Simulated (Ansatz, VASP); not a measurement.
## GaP in VASP and in Ansatz

```
Ga P
1.0
     3.85409    0.00000    0.00000
     1.92704    3.33774    0.00000
     1.92704    1.11258    3.14685
Ga P
1 1
Direct
  0.00000 0.00000 0.00000
  0.25000 0.25000 0.25000
```

Alike in both runs: task single point; functional LDA; k mesh 6 × 6 × 6; no spin polarisation.

|  | VASP | Ansatz |
| --- | --- | --- |
| version | VASP 6.6.1 | Ansatz 0.2.0 |
| potentials or method | VASP PAW LDA potentials, release 64 (Ga_d, P) | plane waves, PAW |
| plane-wave cutoff (eV) | 520 | 571 |
| occupations | gaussian, width 0.01 eV | fixed |
| valence electrons in the cell | 18 | 18 |

Ansatz gave:

- gap on the k mesh at the Fermi level (eV): 1.49
- pressure (GPa): -2.7

Task: Which values does VASP return?

Result: gap on the k mesh at the Fermi level (eV): 1.49; pressure (GPa): -2.6.

A k mesh can miss the band edges. As with any semilocal functional, this LDA gap is likely too small.
